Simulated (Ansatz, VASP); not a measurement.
**P: VASP beside Ansatz**

POSCAR

```
P
1.0
    0.0000000000      1.9154995716      1.9154995716
    1.9154995716      0.0000000000      1.9154995716
    1.9154995716      1.9154995716      0.0000000000
P
1
Direct
    0.0000000000      0.0000000000      0.0000000000
```

The input INCAR.step1:

```
SYSTEM = P
ALGO = Normal ; EDIFF = 1E-4
ENCUT = 520 ; GGA = PE
ISMEAR = -1 ; LASPH = .TRUE.
LCHARG = .FALSE. ; LREAL = .FALSE.
LWAVE = .TRUE. ; NBANDS = 8
NELM = 80 ; PREC = Accurate
SIGMA = 0.1
```

INCAR.step2

```
SYSTEM = P
ALGO = Normal ; EDIFF = 1E-6
ENCUT = 520 ; ISIF = 2
ISMEAR = -1 ; ISTART = 1
LASPH = .TRUE. ; LCHARG = .TRUE.
LELF = .TRUE. ; LMIXTAU = .TRUE.
LREAL = .FALSE. ; LVHAR = .TRUE.
LWAVE = .FALSE. ; METAGGA = R2SCAN
NBANDS = 8 ; NELM = 80
PREC = Accurate ; SIGMA = 0.1
```

The input KPOINTS:

```
k-points
0
G
  16 16 16
  0 0 0
```

Input for Ansatz:

```yaml
crystal:
  lattice:
    - [0.0, 1.9154995716, 1.9154995716]
    - [1.9154995716, 0.0, 1.9154995716]
    - [1.9154995716, 1.9154995716, 0.0]
  atoms:
    - { symbol: P, position: [0.0, 0.0, 0.0] }
hamiltonian:
  xc: r2scan
  pseudopotentials:
    kind: paw
    azcp:
      P: "pseudopotentials/P.paw.azcp"
basis:
  ecutwfc: 500
  fft_grid_basis: typed
kpoints:
  mp_grid: { grid: [16, 16, 16], shift: [0, 0, 0] }
magnetization:
  spin_polarized: false
scf:
  occupations: { method: fermi_dirac, width: 0.1 }
  lower_state_search: "off"
output:
  stress: true
```

Alike in both runs: task single point; functional r2SCAN; k mesh 16 × 16 × 16; occupations fermi-dirac, width 0.1 eV; no spin polarisation.

```csv
,VASP,Ansatz
version,VASP 6.6.1,Ansatz 0.2.0
potentials or method,"VASP PAW PBE potentials, release 64 (P)","plane waves (500 eV) with PAW, scalar-relativistic"
plane-wave cutoff (eV),520,500
valence electrons in the cell,5,5
```

Ansatz gave:

| Quantity | Value |
| --- | --- |
| pressure (GPa) | 4.7 |

Task: Which values does VASP return?

Result: Pressure (GPa): 4.6.

Caveats: the PAW data sets were made with another functional, which shifts forces and pressure a little (VASP).
